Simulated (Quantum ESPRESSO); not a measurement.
Crystal: Rh.

```xyz
2
Lattice="2.7310 0.0000 0.0000 -1.3655 2.3651 0.0000 0.0000 0.0000 4.4285" Properties=species:S:1:pos:R:3 pbc="T T T"
Rh    0.0000    1.5767    1.1071
Rh    1.3655    0.7884    3.3214
```

This isn't the form of Rh at room conditions, which is fcc.

```yaml
Program: Quantum ESPRESSO 7.5
Task: single point
Functional: PBEsol
Potentials_or_basis: GBRV 1.5 PBEsol
Cutoff: 612 eV
Density_cutoff: 4898 eV
k_mesh: 11 × 11 × 6
Occupations: fermi-dirac, width 0.05 eV
Spin: no spin polarisation
```

On this cell: pressure -13.2 GPa; largest force under 0.003 eV/Å; band gap on the k mesh none (metal or under the smearing width).

The same run follows on a disturbed copy (atoms moved at random, drawn with an rms of 0.05 Å):

```
Rh
1.0
     2.73098    0.00000    0.00000
    -1.36549    2.36510    0.00000
     0.00000    0.00000    4.42849
Rh
2
Direct
  0.32688 0.64637 0.24212
  0.66512 0.35005 0.76055
```

Task: What changes?

Result: The energy (extrapolated to zero smearing) moves by +23.7 meV/atom; pressure -12.0 GPa; largest force 0.819 eV/Å; band gap on the k mesh none (metal or under the smearing width).

Forces on the atoms (eV/Å):
```
Rh  -0.158  0.330  0.733
Rh   0.158 -0.330 -0.733
```

Stress tensor (GPa, compression positive):
```
-11.18  -0.41  -0.46
 -0.41 -12.77   0.87
 -0.46   0.87 -11.90
```
